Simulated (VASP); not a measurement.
Wanted: the native input for a VASP 6.6.1 run.

| Quantity | Value |
| --- | --- |
| Task | relaxation of cell and atoms |
| Functional | PBE |
| Potentials or basis | VASP PAW PBE potentials, release 64 (W_sv, C) |
| Cutoff | 520 eV |
| k mesh | 18 × 18 × 14 |
| Occupations | gaussian, width 0.1 eV |
| Spin | no spin polarisation |
| Further INCAR settings | ALGO = Fast; EDIFF = 1e-07; IBRION = 2; EDIFFG = -0.002; NSW = 80; ISIF = 3 |

The structure of WC lies in POSCAR:

```
WC
1.0
    2.9065000000      0.0000000000      0.0000000000
   -1.4532500000      2.5171028400      0.0000000000
    0.0000000000      0.0000000000      2.8366000000
W C
1 1
Direct
    0.0000000000      0.0000000000      0.0000000000
    0.6666666700      0.3333333300      0.5000000000
```

The input as run:

INCAR

```
SYSTEM = WC
  PREC = Accurate
  ENCUT = 520
  EDIFF = 1E-7
  ISMEAR = 0
  SIGMA = 0.1
  LREAL = .False.
  LASPH = .True.
  NELM = 80
  ALGO = Fast
  ISIF = 3
  LWAVE = .False.
  LCHARG = .False.
  GGA = PE
  IBRION = 2
  NSW = 80
  EDIFFG = -0.002
```

KPOINTS

```
regular mesh
0
Gamma
  18 18 14
  0 0 0
```

Potentials or basis: VASP PAW PBE potentials, release 64 (W_sv, C).

Launch:

```console
$ cat potpaw_PBE.64/W_sv/POTCAR potpaw_PBE.64/C/POTCAR > POTCAR
$ mpirun -np 1 vasp_std > vasp.out
```

Results of the run:

```json
{
 "Relaxed volume": "10.55 Å³/atom",
 "Relaxed cell": "a = 2.924 Å, b = 2.924 Å, c = 2.850 Å, α = 90.00°, β = 90.00°, γ = 120.00°",
 "Space group after relaxing (to 0.05 Å)": "P-6m2 (No. 187)",
 "Energy gained by relaxing": "3.6 meV/atom",
 "Ionic steps": "6",
 "Pressure after relaxing": "0.0 GPa",
 "Band gap on the k mesh": "none (metal or under the smearing width)"
}
```

Run time: 120 s on 1 thread of Intel(R) Xeon(R) 6975P-C (Granite Rapids), with other jobs on the host, peak memory 0.22 GiB.
